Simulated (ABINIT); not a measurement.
# MnO: single point with LDA

Crystal: MnO.

```xyz
2
Lattice="0.0000 2.2239 2.2239 2.2239 0.0000 2.2239 2.2239 2.2239 0.0000" Properties=species:S:1:pos:R:3 pbc="T T T"
Mn    0.0000    0.0000    0.0000
O     2.2239    2.2239    2.2239
```

The cell is a database's computed one.

- Program: ABINIT 10.8.3 (patched build)
- Task: single point
- Functional: LDA
- Potentials or basis: JTH PAW LDA v2.0
- Cutoff: 626 eV
- k mesh: 6 × 6 × 6
- Occupations: fermi-dirac, width 0.05 eV
- Spin: collinear spin, ferromagnetic start
- Starting moments: [4.0, 0.0] μB

```
Band gap on the k mesh                                : none (metal or under the smearing width)
Net moment                                            : 4.69 μB per cell
Site moments                                          : Mn +4.14; O +0.20 μB
Valence electrons inside the program's atomic spheres : Mn 13.04; O 4.50
```

Levels at points of the mesh, in eV from the Fermi level:
Spin up:
| k point | band 9 | band 10 | band 11 | band 12 | band 13 | band 14 | band 15 | band 16 |
| --- | --- | --- | --- | --- | --- | --- | --- | --- |
| (0.00, 0.00, 0.00) | -2.98 | -2.98 | -2.98 | -2.47 | -2.47 | -0.39 | 14.07 | 16.20 |
| (0.50, 0.00, 0.00) | -2.06 | -2.06 | -1.65 | 0.39 | 0.39 | 3.53 | 7.74 | 11.79 |
| (0.50, 0.50, 0.00) | -4.01 | -2.03 | -1.78 | -1.78 | -1.66 | 4.99 | 7.82 | 10.45 |
Spin down:
```csv
k point,band 5,band 6,band 7,band 8,band 9,band 10,band 11,band 12
"(0.00, 0.00, 0.00)",-19.46,-3.26,-3.26,-3.26,0.57,0.57,0.57,0.71
"(0.50, 0.00, 0.00)",-18.46,-7.35,-4.80,-4.80,1.79,1.81,1.81,3.57
"(0.50, 0.50, 0.00)",-18.50,-6.34,-4.25,-4.25,-1.00,1.84,2.07,2.26
```

It took 21 s on 1 thread of Arm Neoverse V1 (shared host), peak memory 0.11 GiB.

Caveat: the k mesh is coarse (spacing up to 0.41 Å⁻¹), so the values aren't converged; a cell with one magnetic atom can't hold antiferromagnetic order, which such compounds often take; semilocal functionals often make such compounds metallic where correlation or magnetic order opens a gap, which also shifts bond lengths. With open d or f shells a metallic result of LDA can be an artefact of self-interaction; +U or a hybrid may open a gap.
